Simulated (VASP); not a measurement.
# GaP (F-43m) in VASP: further runs, part 2 of 2

VASP 6.6.1. Earlier steps stand in the parts before.

## (3) Dielectric tensor, LDA

Contents of INCAR:

```
PREC = Accurate ; ENCUT = 400
EDIFF = 1E-8 ; ISMEAR = 0
SIGMA = 0.1 ; LREAL = F
LASPH = T ; NELM = 100
ALGO = Normal ; ISIF = 2
LWAVE = F ; LCHARG = F
LEPSILON = T
```

Contents of KPOINTS:

```
Automatic mesh
0
Gamma
  8 8 8
```

Contents of POSCAR:

```
GaP
1.0
    0.0000000000      2.7252500000      2.7252500000
    2.7252500000      0.0000000000      2.7252500000
    2.7252500000      2.7252500000      0.0000000000
Ga P
1 1
Direct
    0.0000000000      0.0000000000      0.0000000000
    0.7500000000      0.7500000000      0.7500000000
```

Potentials or basis: VASP PAW LDA potentials, release 64 (Ga_d, P).

Run with:

```sh
> cat potpaw_LDA.64/Ga_d/POTCAR potpaw_LDA.64/P/POTCAR > POTCAR
> mpirun -np 1 vasp_std > vasp.out
```

OUTCAR:

```text
PREC = Accurate
   ENCUT = 400
   EDIFF = 1E-8
   ISMEAR = 0
   LREAL = F
   LASPH = T
   NELM = 100
   ISIF = 2
   LEPSILON = T

 Found     29 irreducible k-points:

 Following reciprocal coordinates:
            Coordinates               Weight
  0.000000  0.000000  0.000000      1.000000
  0.125000  0.000000  0.000000      8.000000
  0.250000  0.000000  0.000000      8.000000
  0.375000  0.000000  0.000000      8.000000
  0.500000  0.000000  0.000000      4.000000
  0.125000  0.125000  0.000000      6.000000
   k-points           NKPTS =     29   k-points in BZ     NKDIM =     29   number of bands    NBANDS=     13
   number of dos      NEDOS =    301   number of ions     NIONS =      2
   total plane-waves  NPLWV =  21952
   dimension x,y,z NGX =    28 NGY =   28 NGZ =   28
   dimension x,y,z NGXF=    56 NGYF=   56 NGZF=   56
   ions per type =               1   1
   NGX,Y,Z   is equivalent  to a cutoff of  12.08, 12.08, 12.08 a.u.
   NGXF,Y,Z  is equivalent  to a cutoff of  24.16, 24.16, 24.16 a.u.
 SYSTEM =  unknown system
   PREC   = accura    normal or accurate (medium, high low for compatibility)
   ISTART =      0    job   : 0-new  1-cont  2-samecut
   ICHARG =      2    charge: 1-file 2-atom 10-const
   ISPIN  =      1    spin polarized calculation?
   LNONCOLLINEAR =      F non collinear calculations
   LSORBIT =      F    spin-orbit coupling
   LASPH  =      T    aspherical Exc in radial PAW
   ENCUT  =  400.0 eV  29.40 Ry    5.42 a.u.   6.29  6.29  6.29*2*pi/ulx,y,z
   NELM   =    100;   NELMIN=  2; NELMDL= -5     # of ELM steps
   EDIFF  = 0.1E-07   stopping-criterion for ELM
   LREAL  =      F    real-space projection
   EDIFFG = 0.1E-06   stopping-criterion for IOM
   NSW    =      0    number of steps for IOM
   IBRION =     -1    ionic relax: 0-MD 1-quasi-New 2-CG
   NFREE  =      0    steps in history (QN), initial steepest desc. (CG)
   ISIF   =      2    stress and relaxation
   ISYM   =      2    0-nonsym 1-usesym 2-fastsym
   POTIM  = 0.5000    time-step for ionic-motion
   TEBEG  =    0.0;   TEEND  =   0.0 temperature during run
   PSTRESS=    0.0 pullay stress
   NELECT =      18.0000    total number of electrons
   NUPDOWN=      -1.0000    fix difference up-down
   EMIN   =  10.00;   EMAX   =-10.00  energy-range for DOS
   EFERMI =   0.00;   METHOD = LEGACY
   ISMEAR =     0;   SIGMA  =   0.10  broadening in eV -4-tet -1-fermi 0-gaus
   EFERMI_NEDOS =   21; number of points for ismear=-14 and -15
   IALGO  =     38    algorithm
   IMIX   =      4    mixing-type and parameters
     AMIX     =   0.40;   BMIX     =  1.00
     AMIX_MAG =   1.60;   BMIX_MAG =  1.00
  volume/ion in A,a.u.               =      20.24       136.59
  Fermi-wavevector in a.u.,A,eV,Ry     =   1.249538  2.361284 21.243377  1.561344
  Thomas-Fermi vector in A             =   2.383574
   LORBIT       =      0    0 simple, 1 ext, 2 COOP (PROOUT), +10 PAW based schemes
   GGA     = CA    functional components
   LHFCALC =     F    Hartree Fock is set to
   AEXX    =    0.0000 exact exchange contribution
   IVDW    =     0    specifies the selected vdW correction
   LEPSILON=     T    determine dielectric tensor
   LRPA    =     F    only Hartree local field effects (RPA)
 non-spin polarized calculation
 Gauss-broadening in eV      SIGMA  =   0.10
  energy-cutoff  :      400.00
[... 110 lines left out ...]
     13       9.2500      0.00000

 [... further k-points ...]

  FORCE on cell =-STRESS in cart. coord.  units (eV):
  Direction    XX          YY          ZZ          XY          YZ          ZX
  --------------------------------------------------------------------------------------
  -------------------------------------------------------------------------------------
  Total       -0.7187957     -0.7187957     -0.7187957     -0.0000000      0.0000000      0.0000000
  in kB      -28.4490013    -28.4490013    -28.4490013     -0.0000000      0.0000000      0.0000000
  external PRESSURE =     -28.4490013 kB  Pullay stress =       0.0000000 kB

 VOLUME and BASIS-vectors are now :
 -----------------------------------------------------------------------------
  energy-cutoff  :      400.00
  volume of cell :       40.48
      direct lattice vectors                 reciprocal lattice vectors
     0.000000000  2.725250000  2.725250000    -0.183469406  0.183469406  0.183469406
     2.725250000  0.000000000  2.725250000     0.183469406 -0.183469406  0.183469406
     2.725250000  2.725250000  0.000000000     0.183469406  0.183469406 -0.183469406

 POSITION                                       TOTAL-FORCE (eV/Angst)
 -----------------------------------------------------------------------------------
      0.00000      0.00000      0.00000         0.000000      0.000000     -0.000000
      4.08788      4.08788      4.08788        -0.000000     -0.000000      0.000000
 -----------------------------------------------------------------------------------
    total drift:                               -0.000001     -0.000001     -0.000000

  FREE ENERGIE OF THE ION-ELECTRON SYSTEM (eV)
  ---------------------------------------------------
  free  energy   TOTEN  =       -10.4394374788 eV

  energy  without entropy=      -10.4394374788  energy(sigma->0) =      -10.43943748

 HEAD OF MICROSCOPIC STATIC DIELECTRIC TENSOR (INDEPENDENT PARTICLE, excluding Hartree and local field effects)
 ------------------------------------------------------
          12.638039     0.000000    -0.000000
           0.000000    12.638039     0.000000
           0.000000     0.000000    12.638039
 ------------------------------------------------------

 Free energy of the ion-electron system (eV)
  ---------------------------------------------------
  ---------------------------------------------------
  free energy    TOTEN  =        -1.28668100 eV

  energy without entropy =       -1.28668100

------------------------ aborting loop because EDIFF is reached ----------------------------------------

--------------------------------------- Ionic step        2  -------------------------------------------

------------------------ aborting loop because EDIFF is reached ----------------------------------------

--------------------------------------- Ionic step        3  -------------------------------------------

 Free energy of the ion-electron system (eV)
  ---------------------------------------------------
  ---------------------------------------------------
  free energy    TOTEN  =        -1.28668166 eV

  energy without entropy =       -1.28668166

------------------------ aborting loop because EDIFF is reached ----------------------------------------

 PIEZOELECTRIC TENSOR FIELD DIRECTION 3  (e Angst)
 -----------------------------------------------------------------------------
    -0.00022  2.04218  0.00000           (  0.00000  0.03697  0.00000)
     2.04218 -0.00022  0.00000           (  0.03697  0.00000  0.00000)
     0.00000  0.00000 -0.00137           (  0.00000  0.00000 -0.00000)

 PIEZOELECTRIC TENSOR FIELD DIRECTION 3  (C/m^2)
 -----------------------------------------------------------------------------
    -0.00009  0.80827  0.00000
     0.80827 -0.00009  0.00000
     0.00000  0.00000 -0.00054

 MACROSCOPIC STATIC DIELECTRIC TENSOR (including local field effects in DFT)
 ------------------------------------------------------
          11.911482    -0.000000     0.000000
           0.000000    11.911482     0.000000
          -0.000000    -0.000000    11.911482
 ------------------------------------------------------

 PIEZOELECTRIC TENSOR (including local field effects)  for field in x, y, z        (e  Angst)
          XX          YY          ZZ          XY          YZ          ZX
  --------------------------------------------------------------------------------
  x    -0.00000    -0.00000    -0.00000     0.00000     2.04966     0.00000
  y     0.00000     0.00000    -0.00000     0.00000    -0.00000     2.04966
  z     0.00000     0.00000    -0.00000     2.04966     0.00000     0.00000

 PIEZOELECTRIC TENSOR (including local field effects)  for field in x, y, z        (C/m^2)
          XX          YY          ZZ          XY          YZ          ZX
  --------------------------------------------------------------------------------
  x    -0.00000    -0.00000    -0.00000     0.00000     0.81123     0.00000
  y     0.00000     0.00000    -0.00000     0.00000    -0.00000     0.81123
  z     0.00000     0.00000    -0.00000     0.81123     0.00000     0.00000

 BORN EFFECTIVE CHARGES (including local field effects) (in |e|, cummulative output)
 ---------------------------------------------------------------------------------
 ion    1
    1     2.17916     0.00000     0.00000
    2     0.00000     2.17916     0.00000
    3     0.00000     0.00000     2.17916
 ion    2
    1    -2.17916     0.00000     0.00000
    2    -0.00000    -2.17916    -0.00000
    3    -0.00000    -0.00000    -2.17916
```

OSZICAR:

```text
N       E                     dE             d eps       ncg     rms          rms(c)
DAV:   1     0.679823149188E+02    0.67982E+02   -0.82991E+03   762   0.169E+03
[... 12 lines left out ...]
RMM:   7    -0.128632842310E+01    0.19385E-03   -0.30005E-05  4846   0.583E-02    0.665E-03
RMM:   8    -0.128674888448E+01   -0.42046E-03   -0.12705E-05  5017   0.221E-02    0.103E-03
RMM:   9    -0.128669546545E+01    0.53419E-04   -0.11738E-06  5086   0.843E-03    0.511E-04
RMM:  10    -0.128668792630E+01    0.75391E-05    0.53711E-07  5017   0.310E-03    0.210E-04
RMM:  11    -0.128668573693E+01    0.21894E-05    0.32824E-09  5007   0.129E-03    0.122E-04
RMM:  12    -0.128668279601E+01    0.29409E-05    0.14919E-07  4356   0.449E-04    0.411E-05
RMM:  13    -0.128668178416E+01    0.10119E-05    0.78569E-09  3205   0.201E-04    0.163E-05
RMM:  14    -0.128668166304E+01    0.12112E-06   -0.33653E-09  1962   0.922E-05    0.528E-06
```

stdout:

```text
POSCAR found type information on POSCAR GaP
 POSCAR found :  2 types and       2 ions
 scaLAPACK will be used
 LDA part: xc-table for (Slater(with rela. corr.)+CA(PZ))
 , standard interpolation
 POSCAR, INCAR and KPOINTS ok, starting setup
 FFT: planning ... GRIDC
 FFT: planning ... GRID_SOFT
 FFT: planning ... GRID
 WAVECAR not read
 entering main loop
 Linear response reoptimize wavefunctions to high precision
 Linear response G [H, r] |phi>, progress :
  Direction:   1
 Linear response G [H, r] |phi>, progress :
  Direction:   2
 Linear response G [H, r] |phi>, progress :
  Direction:   3
 Linear response to external field (no local field effect), progress :
  Direction:   1
 dielectric tensor                  component  1 :    15.228     8.074     1.861
 Linear response to external field (no local field effect), progress :
  Direction:   2
 dielectric tensor                  component  2 :     8.073    15.558    -2.167
 Linear response to external field (no local field effect), progress :
  Direction:   3
 dielectric tensor                  component  3 :     1.866    -2.168     7.128
 Linear response to external field, progress :
  Direction:   1
 dielectric tensor                  component  1 :    11.911     3.770     1.693
 Linear response to external field, progress :
  Direction:   2
 dielectric tensor                  component  2 :     3.674    11.911     1.599
 Linear response to external field, progress :
  Direction:   3
 dielectric tensor                  component  3 :     2.948     2.514    11.911
 Born effective charges drift removed
```

It took 3.9 min on 1 thread of Intel Xeon Platinum 8259CL at 2.50GHz (Skylake/Cascade Lake), shared host; peak memory 0.21 GiB.

These settings aren't checked as converged: the numbers below hold their error.

What came out:

- Band gap on the k mesh: 1.49 eV, indirect (least direct gap 1.64 eV)
- Electronic dielectric tensor (diagonal): 11.91
- Born charges (mean of the diagonal): Ga +2.18; P -2.18 e

## (4) The reference run

An earlier run on the cell as given: functional PBE; potentials or basis VASP PAW PBE potentials, release 64 (Ga_d, P); cutoff 520 eV; k mesh 8 × 8 × 8; occupations fermi-dirac, width 0.05 eV; no spin polarisation.

- Pressure: 2.5 GPa
- Band gap on the k mesh: 1.64 eV, indirect (least direct gap 1.83 eV)
